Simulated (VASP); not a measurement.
The system is MgO.

```xyz
2
Lattice="0.0000 2.0970 2.0970 2.0970 0.0000 2.0970 2.0970 2.0970 0.0000" Properties=species:S:1:pos:R:3 pbc="T T T"
Mg    0.0116    0.0126   -0.0160
O     2.0910    2.0765    2.1081
```

The cell is a database's computed one.

The cell isn't the ideal one: atoms moved at random, drawn with an rms of 0.02 Å.

- Program: VASP 6.6.1
- Task: relaxation of cell and atoms
- Functional: optB86b-vdW
- Potentials or basis: VASP PAW PBE potentials, release 64 (Mg, O_s)
- Cutoff: 480 eV
- k mesh: 11 × 11 × 11
- Occupations: fermi-dirac, width 0.05 eV
- Spin: no spin polarisation

At the start: pressure 3.3 GPa; volume 9.22 Å³/atom.

Question: Where does the relaxation end?

Answer: Over 5 steps the energy falls by 4.8 meV/atom and the volume is 9.39 Å³/atom (+1.8 %); space group Fm-3m (No. 225, to 0.05 Å).

The path:
```csv
step,energy change (eV),largest force (eV/Å),pressure (GPa),volume (Å³)
1,0.0000,0.2785,3.25,18.44
2,-0.0079,0.1033,-1.35,18.95
3,-0.0079,0.1167,-0.96,18.90
4,-0.0094,0.0407,-0.26,18.81
5,-0.0096,0.0043,0.09,18.77
```

Final structure:
```
CELL_PARAMETERS angstrom
-0.00001 2.11007 2.10956
2.10892 0.00003 2.10952
2.10880 2.10991 0.00015
ATOMIC_POSITIONS crystal
Mg 0.99777 0.00093 0.00047
O 0.49781 0.50111 0.50016
```

Caveat: the PAW data sets were made with another functional, which shifts forces and pressure a little.
